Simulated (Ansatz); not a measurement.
# Sb in Ansatz: reference runs

Reference runs on Sb: the cell as given.

Program: Ansatz 0.2.0. These are calculated values, not measurements. Logs are shortened: lines on timing, memory, paths and dates and some standing lists are left out, and cuts for length are marked.

## (1) The undisturbed slab

The cell holds a slab with vacuum, 4 atoms: a = 3.160 Å, b = 3.160 Å, c = 24.480 Å, α = 90.00°, β = 90.00°, γ = 90.00°.

## (2) Single point, PBE (the (1 0 0) slab of Sb, cut from the database cell, not relaxed)

Contents of input.yaml:

```yaml
crystal:
  lattice:
    - [3.16, 0.0, 0.0]
    - [0.0, 3.16, 0.0]
    - [0.0, 0.0, 24.48]
  atoms:
    - { symbol: Sb, position: [0.0, 0.0, 0.306372549] }
    - { symbol: Sb, position: [0.0, 0.0, 0.4354575163] }
    - { symbol: Sb, position: [0.0, 0.0, 0.5645424837] }
    - { symbol: Sb, position: [0.0, 0.0, 0.693627451] }
kpoints:
  mp_grid: { grid: [8, 8, 1] }
scf:
  occupations: { method: fermi_dirac, width: 0.05 }
hamiltonian:
  xc: pbe
  pseudopotentials: { kind: all_electron, lapw: { basis_error: 0.001 } }
output:
  forces: true
  stress: true
  eigenvalues: true
  populations: true
```

Potentials or basis: all-electron LAPW, scalar-relativistic.

On the command line:

```bash
$ ansatz run input.yaml --threads 4 --pin off --max-ram 14336MiB --backend cpu --events-out ev --progress --plain --runs-dir out
```

Output:

```text
Warning: RAYON_NUM_THREADS=4 ignored (pool sized by the plan → 4); use --threads N
Sb: projections on atomic orbitals take those of the free atom 1s2 2s2 2p6 3s2 3p6 3d10 4s2 4p6 4d10 5s2 5p3, of charge +0.00 (hamiltonian.pseudopotentials.projection_atoms)
LAPW: plane waves up to 6.952 Å⁻¹, error target 1.0e-3 eV per atom; small_component_spin mean_spin; Sb in spheres of 1.580 Å, 23 of its electrons in bands, Dirac shells [] (how accurate: hamiltonian.pseudopotentials.lapw.basis_error, Limitations)
Engine: ansatz 0.2.0, aarch64-unknown-linux-gnu
Pseudopotentials: kind: all_electron
Pseudopotential: Sb, LAPW, valence charge 23, lapw/all_electron/scalar/gaussian/Sb, Koelling and Harmon's equation, gaussian nucleus
Functional definition: PBE
  parameter kappa = 0.804
  parameter beta = 0.06672455060314922
  exchange = pbe_x(kappa = kappa, mu = beta*pi^2/3)
  correlation = pbe_c(beta = beta)
Crystal: 4 atoms, lattice volume = 244.447 Å³
Basis set: ecut = 184.13400808084162 eV, 1379 PW (Γ), exchange–correlation at level 2
Bands: 56, of which v1, the nominal top of the filled ones, is band 46 counted from 1 (45 counted from 0)
Symmetry: 16 space group operations
Space group: P4/mmm (ITA 123), of the structure as read, at distance tolerance 6.3e-5 Å
k-points: 15 of 64
Non-local potential: Sb, projectors of the file, none
Initial density: superposition of atomic densities (neutral atoms: chi_scale 0, normalization atom)
Initial wavefunctions: plane waves of lowest kinetic energy (no species holds an atomic orbital)
Functional: x = pbe(κ = 0.804, μ = 0.2195149727645171), c = pbe(β = 0.06672455060314922)
iter 1 solved again at ethr=1.70e-4 eV; its pass at ethr=1.00e-1 eV (dr2=1.57e-1 eV) is discarded
SCF iter   1: F=—  HF=-705472.118499 eV  |F-HF|=—  |Δ(HF+E_count)|=         —  Δρ=6.29e-3  dr2=1.58e-1  ethr=1.70e-4  ⟨swp⟩=3.7  Hψ=5693  notcnv=0
preconditioner: auto → LDOS  [metal: Δε(μ)=0.025 eV  Ē_g=8.654 eV  σ=0.050 eV  W_gap=0.13  n_scr=54 (ndim 8)  ℏωp=10.6 eV  f_vac=0.464  D(μ)=3.12/eV (n_scr^D=10)  β→1.0]
iter 2 solved again at ethr=1.20e-5 eV; its pass at ethr=1.70e-4 eV (dr2=1.10e-2 eV) is discarded
SCF iter   2: F=—  HF=-705472.111788 eV  |F-HF|=—  |Δ(HF+E_count)|=   6.71e-3  Δρ=1.83e-3  dr2=1.10e-2  ethr=1.20e-5  ⟨swp⟩=2.0  Hψ=4449  notcnv=0
SCF iter   3: F=—  HF=-705472.111756 eV  |F-HF|=—  |Δ(HF+E_count)|=   3.15e-5  Δρ=6.83e-4  dr2=6.01e-3  ethr=1.20e-5  ⟨swp⟩=3.0  Hψ=2688  notcnv=0
SCF iter   4: F=—  HF=-705472.106322 eV  |F-HF|=—  |Δ(HF+E_count)|=   5.43e-3  Δρ=1.63e-4  dr2=1.54e-4  ethr=6.53e-6  ⟨swp⟩=2.1  Hψ=2501  notcnv=0
SCF iter   5: F=—  HF=-705472.106221 eV  |F-HF|=—  |Δ(HF+E_count)|=   1.01e-4  Δρ=9.80e-5  dr2=1.30e-4  ethr=1.68e-7  ⟨swp⟩=3.0  Hψ=2603  notcnv=0
SCF iter   6: F=—  HF=-705472.106178 eV  |F-HF|=—  |Δ(HF+E_count)|=   4.32e-5  Δρ=2.28e-5  dr2=3.92e-6  ethr=1.42e-7  ⟨swp⟩=2.2  Hψ=2504  notcnv=0
SCF iter   7: F=—  HF=-705472.106179 eV  |F-HF|=—  |Δ(HF+E_count)|=   1.34e-6  Δρ=6.69e-6  dr2=1.91e-7  ethr=4.27e-9  ⟨swp⟩=3.0  Hψ=2595  notcnv=0
SCF iter   8: F=-705472.106180 eV  HF=-705472.106180 eV  |F-HF|=6.17e-8  |Δ(HF+E_count)|=   1.27e-7  Δρ=2.27e-6  dr2=5.32e-8  ethr=2.08e-10  ⟨swp⟩=3.0  Hψ=2597  notcnv=0
SCF 1 converged in 8 iterations: F = -705472.106180 eV  dr2 = 5.32e-8
SCF converged after 8 iterations
Free energy (F): -705472.106180 eV
Harris-Foulkes:  -705472.106180 eV  (|F-HF|=6.17e-8)
Internal energy: -705472.080493 eV  (E = F + TS)
E sigma→0 (E₀):  -705472.093336 eV
Entropy (-TS):   -0.025687 eV (-6.422 meV/atom)
Fermi energy:    3.864070 eV
--- Per-component energies (eV) ---
  E_band       = -4383.934491
  E_kinetic    = 743475.951264
  E_xc         = -18571.389675
  E_electrostatic = -1430376.642082  (all electrons and nuclei)
  E_smearing   = -0.025687  (= −TS)
  E_closure    = 0.000000  (closes the sum)
  E_atoms      = -705456.257925  (free atoms, spherical and without spin; not in F)
  Σ components = -705472.106180   (vs F -705472.106180, Δ=0.00e0)
  Basis errors (estimates in eV, not in F): energy 4.1e-4 per atom: plane waves 3.7e-4 (2.1e-4 summed), levels above the bands 4.4e-48, relativity 1.0e-8, radial functions 4.0e-5, core shells 7.6e-10; eigenvalues (radial functions only) 5.8e-7; not estimated: angular momenta, meshes, grids; target (lapw.basis_error) 1.0e-3; muffin-tin radii Sb 1.580 Å
--- Forces (eV/Å), atoms counted from 1 ---
  atom   1  Sb     0.00000000     0.00000000     0.55243097
  atom   2  Sb     0.00000000     0.00000000    -0.46668836
  atom   3  Sb     0.00000000     0.00000000     0.46668836
  atom   4  Sb     0.00000000     0.00000000    -0.55243097
  max |Σ_I F_I| component: 8.27e-25 eV/Å
--- Stress (GPa, compression-positive) ---
       -1.435283       0.000000       0.000000
        0.000000      -1.435283       0.000000
        0.000000       0.000000      -2.463887
  P = ⅓ Tr σ = -1.7782 GPa (-17.782 kbar)
--- Band table (eV; the first three rows and the last of 15) ---
  k-point 0: bands = ["-140.3841", "-140.3841", "-140.2536", "-140.2536", "-93.3509", "-93.3509", "-93.3508", "-93.3508", "-93.3498", "-93.3488", "-93.2219", "-93.2219", "-93.2219", "-93.2219", "-93.2127", "-93.2127", "-25.2504", "-25.2478", "-25.2200", "-25.1580", "-25.1333", "-25.1333", "-25.1197", "-25.1197", "-25.1151", "-25.1151", "-25.1075", "-25.1061", "-25.0365", "-25.0333", "-24.9856", "-24.9856", "-24.9855", "-24.9855", "-24.9773", "-24.9773", "-7.8841", "-7.3639", "-6.6770", "-6.0689", "-0.6449", "0.9251", "2.9739", "5.2364", "7.1978", "7.1978", "7.6569", "7.6710", "7.6710", "8.0747", "8.2465", "8.2465", "8.6919", "8.6919", "8.9377", "10.4524"]
  k-point 1: bands = ["-140.3841", "-140.3840", "-140.2536", "-140.2536", "-93.3512", "-93.3511", "-93.3509", "-93.3508", "-93.3498", "-93.3488", "-93.2222", "-93.2222", "-93.2219", "-93.2219", "-93.2127", "-93.2127", "-25.2386", "-25.2343", "-25.2120", "-25.1516", "-25.1395", "-25.1328", "-25.1208", "-25.1147", "-25.1129", "-25.1114", "-25.1062", "-25.1061", "-25.0300", "-25.0268", "-24.9915", "-24.9914", "-24.9851", "-24.9851", "-24.9826", "-24.9826", "-7.6719", "-7.1513", "-6.4636", "-5.8547", "-0.4410", "1.1320", "3.1827", "5.1252", "5.4349", "5.6279", "6.2318", "6.7451", "7.4025", "7.8769", "7.8867", "8.3014", "8.4537", "8.9002", "9.1658", "10.6717"]
  k-point 2: bands = ["-140.3841", "-140.3840", "-140.2535", "-140.2535", "-93.3520", "-93.3519", "-93.3508", "-93.3508", "-93.3498", "-93.3487", "-93.2230", "-93.2230", "-93.2218", "-93.2218", "-93.2126", "-93.2126", "-25.2284", "-25.2097", "-25.1745", "-25.1547", "-25.1345", "-25.1316", "-25.1291", "-25.1257", "-25.1241", "-25.1136", "-25.0823", "-25.0805", "-25.0057", "-25.0055", "-25.0052", "-25.0026", "-24.9954", "-24.9954", "-24.9840", "-24.9839", "-7.0601", "-6.5376", "-5.8463", "-5.2329", "0.1280", "1.7043", "2.2399", "2.7481", "3.3507", "3.8008", "3.8872", "6.0504", "7.9621", "8.4394", "8.5509", "8.9454", "9.0193", "9.4669", "9.6839", "9.9107"]
  k-point 14: bands = ["-140.3839", "-140.3839", "-140.2534", "-140.2534", "-93.3529", "-93.3529", "-93.3528", "-93.3528", "-93.3496", "-93.3485", "-93.2239", "-93.2239", "-93.2239", "-93.2239", "-93.2124", "-93.2124", "-25.1879", "-25.1854", "-25.1713", "-25.1713", "-25.1499", "-25.1499", "-25.1493", "-25.0844", "-25.0571", "-25.0571", "-25.0469", "-25.0458", "-25.0214", "-25.0214", "-25.0213", "-25.0213", "-24.9629", "-24.9592", "-24.9172", "-24.9172", "-3.3138", "-2.7511", "-1.9736", "-1.2316", "0.7792", "0.7792", "1.2356", "1.2356", "1.7945", "1.7945", "2.2340", "2.2340", "3.1602", "4.9214", "6.4792", "6.9909", "7.1248", "7.7172", "8.5019", "9.3800"]
--- Löwdin populations: 4 sites ---
  site symbol       q [e]
     0     Sb     50.9824
     1     Sb     50.9522
     2     Sb     50.9522
     3     Sb     50.9824
  spilling = 0.000641 (of n_electrons = 204.000000)
```

populations.tsv:

```text
# site	symbol	l	j	q
# orbitals = lowdin
# n_electrons = 204.000000
# spilling = 0.000641
# projection_atom_Sb: 1s2 2s2 2p6 3s2 3p6 3d10 4s2 4p6 4d10 5s2 5p3
0	Sb	0_1S	-	2.000000
0	Sb	0_2S	-	1.999987
0	Sb	0_3S	-	1.999812
0	Sb	0_4S	-	1.997416
0	Sb	0_5S	-	1.847395
0	Sb	1_2P	-	6.000000
0	Sb	1_3P	-	5.999987
0	Sb	1_4P	-	5.998580
0	Sb	1_5P	-	3.140646
0	Sb	2_3D	-	10.000000
0	Sb	2_4D	-	9.998567
1	Sb	0_1S	-	2.000000
1	Sb	0_2S	-	1.999987
1	Sb	0_3S	-	1.999798
1	Sb	0_4S	-	1.997223
1	Sb	0_5S	-	1.824891
1	Sb	1_2P	-	6.000000
1	Sb	1_3P	-	5.999985
1	Sb	1_4P	-	5.998283
1	Sb	1_5P	-	3.133568
1	Sb	2_3D	-	10.000000
1	Sb	2_4D	-	9.998475
2	Sb	0_1S	-	2.000000
2	Sb	0_2S	-	1.999987
2	Sb	0_3S	-	1.999798
2	Sb	0_4S	-	1.997223
2	Sb	0_5S	-	1.824891
2	Sb	1_2P	-	6.000000
2	Sb	1_3P	-	5.999985
2	Sb	1_4P	-	5.998283
2	Sb	1_5P	-	3.133568
2	Sb	2_3D	-	10.000000
2	Sb	2_4D	-	9.998475
3	Sb	0_1S	-	2.000000
3	Sb	0_2S	-	1.999987
3	Sb	0_3S	-	1.999812
3	Sb	0_4S	-	1.997416
3	Sb	0_5S	-	1.847395
3	Sb	1_2P	-	6.000000
3	Sb	1_3P	-	5.999987
3	Sb	1_4P	-	5.998580
3	Sb	1_5P	-	3.140646
3	Sb	2_3D	-	10.000000
3	Sb	2_4D	-	9.998567
```

Wall time 9.1 s (4 threads of Arm Neoverse V1, shared host); peak memory 0.52 GiB.

Results:

* Free energy: -705472.1062 eV
* Largest force: 0.552 eV/Å
* Band gap on the k mesh: none (metal or under the smearing width)
* Work function: 4.38 eV

Forces in eV/Å, atoms in the order of the input:
```
Sb   0.000  0.000  0.552
Sb   0.000  0.000 -0.467
Sb   0.000  0.000  0.467
Sb   0.000  0.000 -0.552
```

Stress tensor (GPa, compression positive):
```
-1.44  0.00  0.00
 0.00 -1.44  0.00
 0.00  0.00 -2.46
```
